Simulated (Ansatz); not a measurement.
# La2O3: band gap under strain

How does strain move the band edges of La2O3, database structure, and do the functionals agree on it? States: no strain; -4.0 % biaxial strain in x and y, free along z; -3.0 % biaxial strain in x and y, free along z.

The runs shown are made with Ansatz 0.2.0. PAW datasets, plane waves. Spin-unpolarised throughout; all numbers are computed.

### Step 1. The structure to begin with

The unstrained cell was relaxed with r2SCAN; in each strained cell the atoms were relaxed again with r2SCAN. Names of k-points are those of the unstrained zone, where strain can split equivalent points. First state: no strain.

Space group P-3m1 (No. 164), trigonal; conventional cell a = 3.935 Å, c = 6.126 Å, 16.43 Å³ an atom. La has 7 O at 2.37–2.73 Å; O has 4 La at 2.37–2.45 Å; O has 6 La at 2.73 Å.

Structure file:

```cif
data_structure
_symmetry_space_group_name_H-M 'P-3m1'
_symmetry_Int_Tables_number 164
_cell_length_a 3.9351
_cell_length_b 3.9351
_cell_length_c 6.1262
_cell_angle_alpha 90.000
_cell_angle_beta 90.000
_cell_angle_gamma 120.000
_cell_volume 82.16
loop_
_atom_site_label
_atom_site_type_symbol
_atom_site_symmetry_multiplicity
_atom_site_Wyckoff_symbol
_atom_site_fract_x
_atom_site_fract_y
_atom_site_fract_z
_atom_site_occupancy
La1 La 2 d 0.66667 0.33333 0.75384 1
O1 O 2 d 0.66667 0.33333 0.35389 1
O2 O 1 a 0.00000 0.00000 0.00000 1
```

### Step 2. No strain: PBE

Input file input.yaml:

```yaml
crystal:
  lattice:
    - [3.9351015445, 0.0, 0.0]
    - [-1.9675507723, 3.407897904, 0.0]
    - [0.0, 0.0, 6.1262271529]
  atoms:
    - { symbol: La, position: [0.6666666667, 0.3333333333, 0.7538431649] }
    - { symbol: La, position: [0.3333333333, 0.6666666667, 0.2461568351] }
    - { symbol: O, position: [0.6666666667, 0.3333333333, 0.3538862904] }
    - { symbol: O, position: [0.3333333333, 0.6666666667, 0.6461137096] }
    - { symbol: O, position: [0.0, 0.0, 0.0] }
kpoints:
  mp_grid: { grid: [12, 12, 4] }
  band_path:
    path:
      - [0.0, 0.0, 0.0]
      - [0.5, 0.0, 0.0]
      - [0.3333333333, 0.3333333333, 0.0]
      - [0.0, 0.0, 0.5]
      - [0.5, 0.0, 0.5]
      - [0.3333333333, 0.3333333333, 0.5]
      - [0.0, 0.5, 0.5]
      - [0.0, 0.5, 0.0]
    npoints: 1
hamiltonian:
  xc: pbe
scf:
  occupations: { method: fermi_dirac, width: 0.02 }
  n_extra_bands: 5
output:
  forces: true
  stress: true
  eigenvalues: true
```

On the command line:

```
> ansatz run input.yaml --threads 2 --pin off --max-ram 29491MiB --backend cpu --events-out ev --progress --plain --runs-dir out
```

The runs that follow: No strain: r2SCAN; No strain: HSE06; No strain: r2SCAN+SOC; No strain: r2SCAN; -4.0 % biaxial strain in x and y, free along z: PBE; -4.0 % biaxial strain in x and y, free along z: r2SCAN; -4.0 % biaxial strain in x and y, free along z: HSE06; -4.0 % biaxial strain in x and y, free along z: r2SCAN+SOC; -4.0 % biaxial strain in x and y, free along z: r2SCAN; -3.0 % biaxial strain in x and y, free along z: PBE; -3.0 % biaxial strain in x and y, free along z: r2SCAN; -3.0 % biaxial strain in x and y, free along z: HSE06; -3.0 % biaxial strain in x and y, free along z: r2SCAN+SOC; -3.0 % biaxial strain in x and y, free along z: r2SCAN.

Q: Predict the outcome of this session.

The runs gave:

Least gap in eV (negative: overlap), with the change from the unstrained cell in brackets:

| state | volume change (%) | PBE | r2SCAN | HSE06 |
| --- | --- | --- | --- | --- |
| no strain | +0.0 | 3.84 | 4.23 | 5.29 |
| -4.0 % biaxial strain in x and y, free along z | -3.2 | 3.66 (-0.18) | 4.11 (-0.12) | 5.20 (-0.09) |
| -3.0 % biaxial strain in x and y, free along z | -2.3 | 3.74 (-0.10) | 4.19 (-0.04) | 5.29 (+0.00) |

**Reading.** With HSE06, of the states in the table -4.0 % biaxial strain in x and y, free along z shifts the gap most, by -0.085 eV. PBE and HSE06 differ by 1.45 eV on the unstrained gap, and by at most 0.10 eV on its change: PBE follows the response to strain far better than the gap itself. Spin-orbit coupling is left out of the table, though the cell holds La (Z = 57); in an element this heavy it can shift bands and gaps by tenths of an eV.
